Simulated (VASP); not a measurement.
These are r2SCAN meta-GGA, VASP's PBE PAW potentials (set 64) (plane waves; VASP) values and carry that method's errors.

VASP input:

File KPOINTS:
```
Automatic mesh
0
Gamma
6 6 6
0 0 0
```

**POSCAR**
```
BaF2
1
   -0.0000000000     3.1136563825     3.1136563825
    3.1136563825    -0.0000000000     3.1136563825
    3.1136563825     3.1136563825     0.0000000000
Ba F
1 2
Direct
  0.0000000000   0.0000000000   0.0000000000
  0.2500000000   0.2500000000   0.2500000000
  0.7500000000   0.7500000000   0.7500000000
```

INCAR:
```
SYSTEM = BaF2
PREC = Accurate; ENCUT = 530; LREAL = F
LASPH = T
EDIFF = 1E-6; NELM = 100; ALGO = Normal
LMAXMIX = 4; LMIXTAU = T
ISMEAR = 0; SIGMA = 0.05
METAGGA = R2SCAN
IBRION = 2; NSW = 60; ISIF = 3
EDIFFG = -0.02
LWAVE = F; LCHARG = F
```

POTCAR, in this order: Ba_sv F (PBE.64 set). Program: vasp_std.

Output of the run:

File OUTCAR:
```
 ion  position               nearest neighbor table
   1  0.000  0.000  0.000-   3 2.70   3 2.70   3 2.70   2 2.70   2 2.70   2 2.70   3 2.70   2 2.70
  LATTYP: Found a face centered cubic cell.
 ALAT       =     6.2273127650
 Subroutine PRICEL returns:
 Original cell was already a primitive cell.
 Subroutine GETGRP returns: Found 48 space group operations
The static configuration has the point symmetry O_h .
The dynamic configuration has the point symmetry O_h .
 Subroutine INISYM returns: Found 48 space group operations
 Subroutine IBZKPT returns following result:
 Found     16 irreducible k-points:

 Following reciprocal coordinates:
            Coordinates               Weight
  0.000000  0.000000  0.000000      1.000000
  0.166667  0.000000  0.000000      8.000000
  0.333333  0.000000  0.000000      8.000000
  0.500000  0.000000  0.000000      4.000000
  0.166667  0.166667  0.000000      6.000000
  0.333333  0.166667  0.000000     24.000000
  0.500000  0.166667  0.000000     24.000000
 -0.333333  0.166667  0.000000     24.000000
 -0.166667  0.166667  0.000000     12.000000
  0.333333  0.333333  0.000000      6.000000
  0.500000  0.333333  0.000000     24.000000
 -0.333333  0.333333  0.000000     12.000000
  0.500000  0.500000  0.000000      3.000000
  0.500000  0.333333  0.166667     24.000000
 -0.333333  0.333333  0.166667     24.000000
 -0.333333  0.500000  0.166667     12.000000
   k-points           NKPTS =     16   k-points in BZ     NKDIM =     16   number of bands    NBANDS=     16
   number of dos      NEDOS =    301   number of ions     NIONS =      3
   total plane-waves  NPLWV =  46656
   dimension x,y,z NGX =    36 NGY =   36 NGZ =   36
   dimension x,y,z NGXF=    72 NGYF=   72 NGZF=   72
   ions per type =               1   2
   PREC   = accura    normal or accurate (medium, high low for compatibility)
   ISTART =      0    job   : 0-new  1-cont  2-samecut
   ICHARG =      2    charge: 1-file 2-atom 10-const
   ISPIN  =      1    spin polarized calculation?
   LNONCOLLINEAR =      F non collinear calculations
   LSORBIT =      F    spin-orbit coupling
   INIWAV =      1    electr: 0-lowe 1-rand  2-diag
   ENCUT  =  530.0 eV  38.95 Ry    6.24 a.u.   8.27  8.27  8.27*2*pi/ulx,y,z
   NELM   =    100;   NELMIN=  2; NELMDL= -5     # of ELM steps
   EDIFF  = 0.1E-05   stopping-criterion for ELM
   LREAL  =      F    real-space projection
   NLSPLINE    = F    spline interpolate recip. space projectors
   LMAXMIX     =    4 max onsite mixed and CHGCAR
   VOSKOWN=      0    Vosko Wilk Nusair interpolation
   EDIFFG = -.2E-01   stopping-criterion for IOM
   NSW    =     60    number of steps for IOM
   NBLOCK =      1;   KBLOCK =     60    inner block; outer block
   IBRION =      2    ionic relax: 0-MD 1-quasi-New 2-CG
   NFREE  =      1    steps in history (QN), initial steepest desc. (CG)
   ISIF   =      3    stress and relaxation
   ISYM   =      2    0-nonsym 1-usesym 2-fastsym
   TEIN   =    0.0    initial temperature
   TEBEG  =    0.0;   TEEND  =   0.0 temperature during run
   SMASS  =  -3.00    Nose mass-parameter (am)
   PSTRESS=    0.0 pullay stress
   NELECT =      24.0000    total number of electrons
   EFERMI =   0.00;   METHOD = LEGACY
   ISMEAR =     0;   SIGMA  =   0.05  broadening in eV -4-tet -1-fermi 0-gaus
   IALGO  =     38    algorithm
   LDIAG  =      T    sub-space diagonalisation (order eigenvalues)
   IMIX   =      4    mixing-type and parameters
     AMIX     =   0.40;   BMIX     =  1.00
     AMIX_MAG =   1.60;   BMIX_MAG =  1.00
     AMIN     =   0.10
   METAGGA = R2SCAN    functional components
   VOSKOWN =     0    Vosko Wilk Nusair interpolation
   LHFCALC =     F    Hartree Fock is set to
   LHFONE  =     F    Hartree Fock one center treatment
...
```

OSZICAR:
```
       N       E                     dE             d eps       ncg     rms          rms(c)
DAV:   1     0.139068325536E+03    0.13907E+03   -0.13874E+04   512   0.146E+03
DAV:   2    -0.470809827103E+02   -0.18615E+03   -0.18013E+03   664   0.307E+02
DAV:   3    -0.541419556829E+02   -0.70610E+01   -0.70534E+01   744   0.705E+01
DAV:   4    -0.542086766081E+02   -0.66721E-01   -0.66714E-01   624   0.646E+00
DAV:   5    -0.542106088457E+02   -0.19322E-02   -0.19322E-02   752   0.722E-01    0.787E+00
DAV:   6    -0.460886686108E+02    0.81219E+01   -0.42411E+00   696   0.179E+01    0.349E+00
DAV:   7    -0.445807852124E+02    0.15079E+01   -0.16674E+00   528   0.139E+01    0.214E+00
DAV:   8    -0.483084767867E+02   -0.37277E+01   -0.11325E+00   528   0.126E+01    0.855E-01
DAV:   9    -0.446466225638E+02    0.36619E+01   -0.55670E-01   512   0.667E+00    0.968E-01
DAV:  10    -0.450280380772E+02   -0.38142E+00   -0.35947E-01   512   0.559E+00    0.287E-01
DAV:  11    -0.449259565061E+02    0.10208E+00   -0.43485E-02   512   0.206E+00    0.237E-01
DAV:  12    -0.450609495927E+02   -0.13499E+00   -0.72016E-02   512   0.284E+00    0.130E-01
DAV:  13    -0.450631622580E+02   -0.22127E-02   -0.16825E-03   632   0.470E-01    0.671E-02
DAV:  14    -0.450639087677E+02   -0.74651E-03   -0.11204E-03   616   0.294E-01    0.335E-02
DAV:  15    -0.450640188843E+02   -0.11012E-03   -0.19813E-04   544   0.167E-01    0.112E-02
DAV:  16    -0.450639425990E+02    0.76285E-04   -0.26573E-05   536   0.760E-02    0.551E-03
DAV:  17    -0.450642308709E+02   -0.28827E-03   -0.86618E-05   512   0.106E-01    0.841E-03
DAV:  18    -0.450642333403E+02   -0.24694E-05   -0.22353E-06   592   0.176E-02    0.577E-03
DAV:  19    -0.450642324660E+02    0.87429E-06   -0.15276E-06   408   0.138E-02
   1 F= -.45064232E+02 E0= -.45064232E+02  d E =-.450642E+02
```

**OUTCAR**
```
------------------------ aborting loop because EDIFF is reached ----------------------------------------
  FORCE on cell =-STRESS in cart. coord.  units (eV):
  Direction    XX          YY          ZZ          XY          YZ          ZX
  --------------------------------------------------------------------------------------
  Total        0.0261757      0.0261757      0.0261757      0.0000000     -0.0000000      0.0000000
  in kB        0.6946505      0.6946505      0.6946505      0.0000000     -0.0000000      0.0000000
  external PRESSURE =       0.6946505 kB  Pullay stress =       0.0000000 kB
  volume of cell :       60.37
      direct lattice vectors                 reciprocal lattice vectors
     0.000000000  3.113656382  3.113656382    -0.160582909  0.160582909  0.160582909
     3.113656382  0.000000000  3.113656382     0.160582909 -0.160582909  0.160582909
     3.113656382  3.113656382  0.000000000     0.160582909  0.160582909 -0.160582909
 POSITION                                       TOTAL-FORCE (eV/Angst)
 -----------------------------------------------------------------------------------
      0.00000      0.00000      0.00000         0.000000     -0.000000      0.000000
      1.55683      1.55683      1.55683         0.000000      0.000000     -0.000000
      4.67048      4.67048      4.67048        -0.000000     -0.000000      0.000000
 -----------------------------------------------------------------------------------
    total drift:                                0.000000      0.000000      0.000000
  FREE ENERGIE OF THE ION-ELECTRON SYSTEM (eV)
  ---------------------------------------------------
  free  energy   TOTEN  =       -45.0642324660 eV

  energy  without entropy=      -45.0642324660  energy(sigma->0) =      -45.06423247

 reached required accuracy - stopping structural energy minimisation
```
(Selected blocks of OUTCAR.)

The compound is BaF2 in the fluorite structure. It was relaxed first. The start is the result of an earlier pass.
